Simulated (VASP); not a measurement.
# InAs (F-43m) under biaxial strain in the (110) plane

How do the elastic response and the band edges of InAs follow biaxial strain in the (110) plane?

Program: VASP 6.6.1. Level of theory: PBEsol; plane waves and PAW (In_d, As), in the first sound run; inputs show where later runs differ. Results are calculated unless marked as measured.

## (1) The structure

The structure is cubic, space group F-43m (No. 216). The conventional cell has a = 6.058 Å, b = 6.058 Å, c = 6.058 Å, α = 90.00°, β = 90.00°, γ = 90.00°. Nearest to In lie 4 As at 2.62 Å. Nearest to As lie 4 In at 2.62 Å. Farther neighbours are not listed.

## (2) Relax the crystal, PBEsol

The series starts from the cell that this level prefers, so that zero strain is near zero stress.

This step took 2 runs in a row; the last is shown.

Level: PBEsol; plane waves and PAW (In_d, As).

File INCAR:

```
SYSTEM = InAs
PREC = Accurate
ENCUT = 450
EDIFF = 1E-07
NELM = 120
ISMEAR = 0
SIGMA = 0.02
LREAL = .FALSE.
ALGO = Normal
GGA = PS
NBANDS = 15
LASPH = .TRUE.
LORBIT = 11
LWAVE = .FALSE.
LCHARG = .FALSE.
KPAR = 16
IBRION = 2
NSW = 40
ISIF = 3
EDIFFG = -0.005
POTIM = 0.4
```

File POSCAR:

```
InAs
1.0
    0.0000000000      3.0456045434      3.0456045434
    3.0456045434      0.0000000000      3.0456045434
    3.0456045434      3.0456045434      0.0000000000
In As
1 1
Direct
    0.0000000000      0.0000000000      0.0000000000
    0.2500000000      0.2500000000      0.2500000000
```

File KPOINTS:

```
Automatic mesh
0
Gamma
9 9 9
0 0 0
```

The projector-augmented-wave data sets are In_d and As (PBE family, release 64).

Started as:

```sh
$ mpirun -np 16 vasp_std
```

Log:

```text
[banner, memory and clock lines left out]
running   16 mpi-ranks, on    1 nodes
[...]
|                                                                             |
|           W    W    AA    RRRRR   N    N  II  N    N   GGGG   !!!           |
|           W    W   A  A   R    R  NN   N  II  NN   N  G    G  !!!           |
|           W    W  A    A  R    R  N N  N  II  N N  N  G       !!!           |
|           W WW W  AAAAAA  RRRRR   N  N N  II  N  N N  G  GGG   !            |
|           WW  WW  A    A  R   R   N   NN  II  N   NN  G    G                |
|           W    W  A    A  R    R  N    N  II  N    N   GGGG   !!!           |
|                                                                             |
|     For optimal performance we recommend to set                             |
|       NCORE = 2 up to number-of-cores-per-socket                            |
|     NCORE specifies how many cores store one orbital (NPAR=cpu/NCORE).      |
|     This setting can greatly improve the performance of VASP for DFT.       |
[...]
|     You enforced a specific xc type in the INCAR file but a different       |
|     [... a line on the potential file left out ...]
|     I HOPE YOU KNOW WHAT YOU ARE DOING!                                     |
|                                                                             |

 LDA part: xc-table for (Slater+PW92), standard interpolation
 POSCAR, INCAR and KPOINTS ok, starting setup
[...]
entering main loop
       N       E                     dE             d eps       ncg     rms          rms(c)
DAV:   1     0.105999339054E+03    0.10600E+03   -0.77527E+03  1050   0.116E+03
DAV:   2    -0.172912698464E+01   -0.10773E+03   -0.10374E+03  1127   0.283E+02
DAV:   3    -0.860209019906E+01   -0.68730E+01   -0.68405E+01  1372   0.745E+01
DAV:   4    -0.877300027279E+01   -0.17091E+00   -0.17088E+00  1349   0.133E+01
[...]
DAV:  12    -0.848898196080E+01    0.26914E-08   -0.57608E-06  1183   0.252E-02    0.840E-03
DAV:  13    -0.848898207492E+01   -0.11412E-06   -0.11745E-06  1407   0.598E-03    0.393E-03
DAV:  14    -0.848898201899E+01    0.55938E-07   -0.64297E-08   967   0.256E-03
   1 F= -.84889820E+01 E0= -.84889609E+01  d E =-.848898E+01
[...]
reached required accuracy - stopping structural energy minimisation
```

It took 5.4 s on 16 MPI ranks of Intel Xeon Platinum 8488C (Sapphire Rapids), shared host; peak memory 3 GiB.

The logs omit lines about the potential files and the build; timing stands in the text.

Parts of OUTCAR (step 2):

```text
  Total        0.0020639      0.0020639      0.0020639      0.0000000      0.0000000      0.0000000
  in kB        0.0585247      0.0585247      0.0585247      0.0000000      0.0000000      0.0000000
  external PRESSURE =       0.0585247 kB  Pullay stress =       0.0000000 kB

 POSITION                                       TOTAL-FORCE (eV/Angst)
 -----------------------------------------------------------------------------------
      0.00000      0.00000      0.00000         0.000000      0.000000     -0.000000
      1.52280      1.52280      1.52280        -0.000000     -0.000000      0.000000
 -----------------------------------------------------------------------------------
    total drift:                                0.000000      0.000000      0.000000

  FREE ENERGIE OF THE ION-ELECTRON SYSTEM (eV)
  ---------------------------------------------------
  free  energy   TOTEN  =        -8.4889820190 eV

  energy  without entropy=       -8.4889396974  energy(sigma->0) =       -8.48896086

 reached required accuracy - stopping structural energy minimisation

[... 3 further parts left out ...]
[key lines of the parts left out:]
E-fermi :   4.1613
```

This run gave:

| Item | Value |
| --- | --- |
| energy(sigma→0) of the program | -8.4890 eV |
| stress, compression positive | 0.01 along [110], 0.01 across it (mean), GPa |
| volume | 56.500 Å³ |
| ionic steps | 1 |

## (3) Strain along the normal, PBEsol

One member in full: the plane is strained by 0.5 %, and the strain along the normal is moved by secant steps until the normal stress is under 0.012 GPa or five steps are spent; the atoms relax at each step.

This step took 3 runs, each at a new trial strain with the atoms of the one before; the last is shown.

Level: PBEsol; plane waves and PAW (In_d, As); cell typed or built by script.

INCAR, as its differences from that of step 2:

```diff
@@ -15,7 +15,7 @@
 LCHARG = .FALSE.
-KPAR = 16
-IBRION = 2
-NSW = 40
-ISIF = 3
-EDIFFG = -0.005
-POTIM = 0.4
+KPAR = 4
+IBRION = 1
+NSW = 25
+ISIF = 2
+EDIFFG = -0.004
+POTIM = 0.3
```

File POSCAR:

```
InAs
1.0
   -0.0132400080      3.0475925580      3.0608325660
    3.0475925580     -0.0132400080      3.0608325660
    3.0343525500      3.0343525500      0.0000000000
In As
1 1
Direct
    0.9992582703      0.9992582703      0.0007417297
    0.2507417297      0.2507417297      0.2492582703
```

KPOINTS is that of step 2.

Started as:

```sh
$ mpirun -np 4 vasp_std
```

Log:

```text
[banner, memory and clock lines left out]
running    4 mpi-ranks, on    1 nodes
[...]
[... a notice as in an earlier step ...]

 LDA part: xc-table for (Slater+PW92), standard interpolation
 POSCAR, INCAR and KPOINTS ok, starting setup
[...]
entering main loop
       N       E                     dE             d eps       ncg     rms          rms(c)
DAV:   1     0.107718622943E+03    0.10772E+03   -0.76937E+03  3764   0.116E+03
DAV:   2    -0.143499899352E+01   -0.10915E+03   -0.10503E+03  4044   0.285E+02
DAV:   3    -0.858901581175E+01   -0.71540E+01   -0.71151E+01  4765   0.764E+01
DAV:   4    -0.876795484131E+01   -0.17894E+00   -0.17889E+00  4571   0.137E+01
[...]
DAV:  12    -0.848812687056E+01    0.80997E-07   -0.54809E-06  4418   0.254E-02    0.811E-03
DAV:  13    -0.848812698680E+01   -0.11624E-06   -0.11895E-06  5003   0.602E-03    0.360E-03
DAV:  14    -0.848812694135E+01    0.45446E-07   -0.60596E-08  3570   0.251E-03
   1 F= -.84881269E+01 E0= -.84881230E+01  d E =-.848813E+01
 BRION: g(F)=  0.217E-06 g(S)=  0.000E+00
 reached required accuracy - stopping structural energy minimisation
```

It took 22 s on 4 MPI ranks; peak memory 0.9 GiB.

From OUTCAR (step 3):

```text
  Total       -0.1044012     -0.1044012     -0.1532955      0.1041726      0.0000000      0.0000000
  in kB       -2.9419885     -2.9419885     -4.3198116      2.9355450      0.0000000      0.0000000
  external PRESSURE =      -3.4012629 kB  Pullay stress =       0.0000000 kB

 POSITION                                       TOTAL-FORCE (eV/Angst)
 -----------------------------------------------------------------------------------
      3.03435      3.03435      6.11712         0.000000      0.000000     -0.001936
      1.51718      1.51718      1.53496        -0.000000     -0.000000      0.001936
 -----------------------------------------------------------------------------------
    total drift:                                0.000000      0.000000      0.000253

  FREE ENERGIE OF THE ION-ELECTRON SYSTEM (eV)
  ---------------------------------------------------
  free  energy   TOTEN  =        -8.4881269414 eV

  energy  without entropy=       -8.4881189915  energy(sigma->0) =       -8.48812297

[... 1 part as in an earlier step ...]

[... 3 further parts left out ...]
[key lines of the parts left out:]
E-fermi :   4.1052
```

Read from the output:

* energy(sigma→0) of the program: -8.4881 eV
* stress, compression positive: 0.00 along [110], -0.51 across it (mean), GPa
* ionic steps: 1

## (4) Band edges, HSE06

Short lines in KPOINTS_OPT sample the zone centre along and across the normal of the plane, for masses, and the other valleys.

Level: HSE06; plane waves and PAW (In_d, As); cell typed or built by script.

File INCAR:

```
SYSTEM = InAs
PREC = Accurate
ENCUT = 450
EDIFF = 1E-06
NELM = 100
ISMEAR = 0
SIGMA = 0.02
LREAL = .FALSE.
ALGO = Normal
LHFCALC = .TRUE.
AEXX = 0.25
GGA = PE
HFSCREEN = 0.2
LASPH = .TRUE.
NBANDS = 14
PRECFOCK = Fast
LWAVE = .FALSE.
LCHARG = .FALSE.
KPAR = 4
```

POSCAR is that of step 3.

File KPOINTS:

```
Automatic mesh
0
Gamma
4 4 4
0 0 0
```

File KPOINTS_OPT:

```
Line mode
6
Line-mode
Reciprocal
  0.00000000   0.00000000   0.00000000
  0.01707423   0.01707423   0.03414846

  0.00000000   0.00000000   0.00000000
 -0.01722323   0.01722323  -0.00000000

  0.31000000   0.31000000   0.00000000
  0.50000000   0.50000000   0.00000000

  0.00000000   0.31000000   0.31000000
  0.00000000   0.50000000   0.50000000

  0.45000000   0.45000000   0.45000000
  0.50000000   0.50000000   0.50000000

  0.45000000   0.00000000   0.00000000
  0.50000000   0.00000000   0.00000000

  0.42500000   0.42500000   0.00000000
  0.42489464   0.44925197   0.02414661

  0.50000000   0.50000000   0.50000000
  0.48277677   0.51722323   0.50000000
```

Started as:

```sh
$ mpirun -np 4 vasp_std
```

Log:

```text
[banner, memory and clock lines left out]
running    4 mpi-ranks, on    1 nodes
[...]
LDA part: xc-table for (Slater+PW92), standard interpolation
 found WAVECAR, reading the header
 POSCAR, INCAR and KPOINTS ok, starting setup
[...]
reading WAVECAR
 the WAVECAR file was read successfully
 initial charge from wavefunction
 entering main loop
       N       E                     dE             d eps       ncg     rms          rms(c)
DAV:   1    -0.913085066674E+01   -0.91309E+01   -0.67437E-01   612   0.125E+01    0.342E+00
DAV:   2    -0.914337198894E+01   -0.12521E-01   -0.54662E-02   662   0.209E+00    0.391E+00
DAV:   3    -0.914101613639E+01    0.23559E-02   -0.33768E-03   714   0.838E-01    0.269E+00
DAV:   4    -0.914034479792E+01    0.67134E-03   -0.80721E-04   662   0.354E-01    0.170E+00
DAV:   5    -0.914020918001E+01    0.13562E-03   -0.21468E-04   606   0.164E-01    0.105E+00
DAV:   6    -0.914017284972E+01    0.36330E-04   -0.32101E-05   572   0.743E-02    0.640E-01
DAV:   7    -0.914016165379E+01    0.11196E-04   -0.77073E-06   570   0.352E-02    0.384E-01
DAV:   8    -0.914015911499E+01    0.25388E-05   -0.31684E-06   558   0.178E-02    0.231E-01
DAV:   9    -0.914015946227E+01   -0.34728E-06   -0.11488E-06   442   0.938E-03
   1 F= -.91401595E+01 E0= -.91401595E+01  d E =-.561789E-33
 Start KPOINTS_OPT (optional k-point list driver)
k-point batch [1-18\48]
       N       E                     dE             ncg
DAV:   1     0.420310596679E+03   -0.30059E+04      510
DAV:   2    -0.201238906126E+04   -0.24327E+04      504
DAV:   3    -0.220653012165E+04   -0.19414E+03      678
DAV:   4    -0.221536065293E+04   -0.88305E+01      582
DAV:   5    -0.221557662438E+04   -0.21597E+00      690
DAV:   6    -0.221558477317E+04   -0.81488E-02      698
DAV:   7    -0.221558489499E+04   -0.12182E-03      684
DAV:   8    -0.221558489672E+04   -0.17242E-05      518
DAV:   9    -0.221558489686E+04   -0.14049E-06      468
[...]
k-point batch [37-48\48]
       N       E                     dE             ncg
DAV:   1     0.325135367747E+04   -0.60430E+04      348
DAV:   2     0.171423258799E+04   -0.15371E+04      342
DAV:   3     0.159181715486E+04   -0.12242E+03      444
DAV:   4     0.158773777244E+04   -0.40794E+01      402
DAV:   5     0.158758367997E+04   -0.15409E+00      516
DAV:   6     0.158757911044E+04   -0.45695E-02      444
DAV:   7     0.158757903305E+04   -0.77388E-04      480
DAV:   8     0.158757903192E+04   -0.11266E-05      342
DAV:   9     0.158757903184E+04   -0.82916E-07      324
```

Wall time 2.8 min (4 MPI ranks); peak memory 1.1 GiB; 11 min of CPU time.

From OUTCAR (step 4):

```text
  LATTYP: Found a body centered orthorhombic cell.
 ALAT       =     4.2912225292
 B/A-ratio  =     1.0087267434
 C/A-ratio  =     1.4265550412

 Subroutine GETGRP returns: Found  4 space group operations
 (whereof  4 operations were pure point group operations)

The static configuration has the point symmetry C_2v.

 Found     18 irreducible k-points:

   k-points           NKPTS =     18   k-points in BZ     NKDIM =     64   number of bands    NBANDS=     14

   dimension x,y,z NGX =    30 NGY =   30 NGZ =   30
   dimension x,y,z NGXF=    60 NGYF=   60 NGZF=   60

   ENCUT  =  450.0 eV  33.07 Ry    5.75 a.u.   7.47  7.47  7.42*2*pi/ulx,y,z

   NELECT =      18.0000    total number of electrons

  exchange ACFDT corr.  =         0.00000000  see jH, gK, PRB 81, 115126

 E-fermi :   4.0303

 k-point     1 :       0.0000    0.0000    0.0000
  band No.  band energies     occupation
    ...
      5     -12.1643      2.00000
      6      -8.9987      2.00000
      7       3.8055      2.00000
      8       3.8121      2.00000
      9       3.8655      2.00000
     10       4.2575      0.00000
     11       8.4547      0.00000
     12       8.5090      0.00000
     13       8.5428      0.00000
     14      12.2073      0.00000

 k-point     2 :       0.2500   -0.0000    0.0000
  band No.  band energies     occupation
    ...
      5     -12.1634      2.00000
      6      -8.3784      2.00000
      7      -0.0358      2.00000
      8       3.2288      2.00000
      9       3.2863      2.00000
     10       5.7682      0.00000
     11       9.2323      0.00000
     12       9.2747      0.00000
     13       9.7629      0.00000
     14      13.0644      0.00000

 POSITION                                       TOTAL-FORCE (eV/Angst)
 -----------------------------------------------------------------------------------
      3.03435      3.03435      6.11712         0.000000      0.000000      0.008439
      1.51718      1.51718      1.53496         0.000000      0.000000     -0.008439
 -----------------------------------------------------------------------------------
    total drift:                               -0.000001     -0.000001      0.000227

  FREE ENERGIE OF THE ION-ELECTRON SYSTEM (eV)
  ---------------------------------------------------
  free  energy   TOTEN  =        -9.1401594623 eV

  energy  without entropy=       -9.1401594623  energy(sigma->0) =       -9.14015946

[... 1 part as in an earlier step ...]

[... 7 further parts left out ...]
```

Read from the output:

| Quantity | Value |
| --- | --- |
| energy(sigma→0) of the program | -9.1402 eV |

## (5) The table

Hybrid runs start from orbitals of a short PBEsol run, not shown.

The other members went through these steps as far as the tables show, with the same cutoff and, step by step, the same mesh; 43 runs are not shown, of which 1 ended short or failed. The session took 3.4 core hours (wall time by ranks) on a shared machine.

| in-plane strain (%) | strain along the normal (%) | mean of the two in-plane stresses, tension positive (GPa) | energy above the unstrained row (meV/atom) |
| --- | --- | --- | --- |
| -2.000 | 1.574 | -2.163 | 7.596 |
| -1.500 | 1.165 | -1.613 | 4.261 |
| -1.000 | 0.767 | -1.071 | 1.885 |
| -0.500 | 0.377 | -0.538 | 0.466 |
| 0 | 0.000 | -0.006 | 0.000 |
| 0.500 | -0.369 | 0.510 | 0.419 |
| 1.000 | -0.713 | 1.029 | 1.760 |
| 1.500 | -1.037 | 1.543 | 4.027 |
| 2.000 | -1.346 | 2.047 | 7.200 |

Slopes at zero strain, from cubics through all rows: strain ratio -0.743, stress over strain 105 GPa.

Band edges at HSE06, counted from the valence-band top at Γ, with one row partly withheld:

```csv
in-plane strain (%),gap (eV),conduction band at Γ (eV),Δ or X valley along z (eV),Δ or X valley along x (eV),"lowest conduction level at L, [111] (eV)","lowest conduction level at L, [-111] (eV)",second valence level below the top (eV),third valence level below the top (eV)
-2.000,0.496,0.497,1.858,2.070,1.768,1.424,0.059,0.256
-1.500,0.495,0.495,1.960,2.099,1.736,1.484,0.040,0.190
-1.000,?,?,2.051,2.128,1.704,1.540,0.023,0.125
-0.500,0.481,0.481,2.126,2.156,1.671,1.592,0.009,0.060
0,0.468,0.468,2.181,2.181,1.638,1.638,0.000,0.000
0.500,0.392,0.392,2.159,2.145,1.545,1.621,0.053,0.060
1.500,0.238,0.238,2.079,2.079,1.368,1.577,0.162,0.170
2.000,0.162,0.162,2.030,2.047,1.284,1.552,0.218,0.220
```

Conduction masses, in electron masses:

| in-plane strain (%) | conduction mass at Γ, across the strain axis or in the plane | L [111] mass, longitudinal | L [111] mass, transverse along [1-10] |
| --- | --- | --- | --- |
| -2.000 | 0.035 | 2.046 | 0.118 |
| -1.500 | 0.033 | 2.004 | 0.118 |
| -1.000 | 0.032 | 1.989 | 0.118 |
| -0.500 | 0.031 | 1.947 | 0.117 |
| 0 | 0.029 | 1.880 | 0.117 |
| 0.500 | 0.028 | 1.856 | 0.116 |
| 1.500 | 0.025 | 1.796 | 0.115 |
| 2.000 | 0.024 | 1.800 | 0.114 |

## (6) Fit and prediction

The quantity to fit is the conduction level at Γ above the mean of the three top valence levels at HSE06: 0.601, 0.572, 0.505, 0.468, 0.430, 0.348, 0.308 eV in the rows shown.

A least-squares parabola through the 7 rows shown, with e the strain in %: E = − 0.003326 e² − 0.07382 e + 0.4678 (eV), r.m.s. residual 7.3e-4 eV.

For the withheld row, e = -1, the fit gives 0.5383 eV.

## (7) Prediction against calculation

The calculation gives 0.5392 eV, so the prediction is 0.0009 eV too low, within twice the residual of the fit.

## (8) What came out

```json
{
 "ratio of normal to in-plane strain": "-0.743",
 "biaxial modulus": "105 GPa",
 "gap of the unstrained cell, HSE06": "0.47 eV",
 "slope at zero strain of the conduction level at Γ above the mean of the three top valence levels, HSE06": "-74 meV per %",
 "error of the predicted row": "-0.9 meV"
}
```

**Reading.** As a check, the curvature of the energy gives 104 GPa for the same modulus (energy per volume = M × strain²), 1 % from the slope of the stress. At HSE06 the lowest conduction valley is Γ throughout, and the gap runs between 0.16 and 0.50 eV. The gap at PBEsol is under 0.05 eV in some or all rows and is left out; the elastic columns come from such cells and can be uneven. Hole masses are left out throughout, since the top bands are degenerate or cross in many series; of conduction masses, those of the Γ, L and (for Si and Ge under (001) strain) Δ valleys are kept where they change by under an eighth between rows. HSE06 ran on a coarser mesh than the semilocal levels. Spin-orbit coupling is left out at HSE06, so the valence splittings there lack it. Δ or X levels are the lowest on their line, refined by a parabola unless they lie at X; the gap is read from all points sampled and can differ from the lowest valley by some meV, or by tens of meV where strain moves the valence top off Γ. Temperature, zero-point motion and excitons are left out.

[Lines on the potential files, build, host, timing and source positions are cut from VASP's logs without a mark.]

[Logs are printed without paths, hosts, clocks, repeated set-up lines and the standing remarks that a program may print on its own settings, such as how far it seeks lower states.]

[Hosts, paths, dates, database ids (printed as entryN), source tags and the programs' standing remarks are cut or masked in the printed files.]

[In band tables of VASP the shares of atoms and orbitals are scaled to a sum of 1 inside the atoms' spheres.]
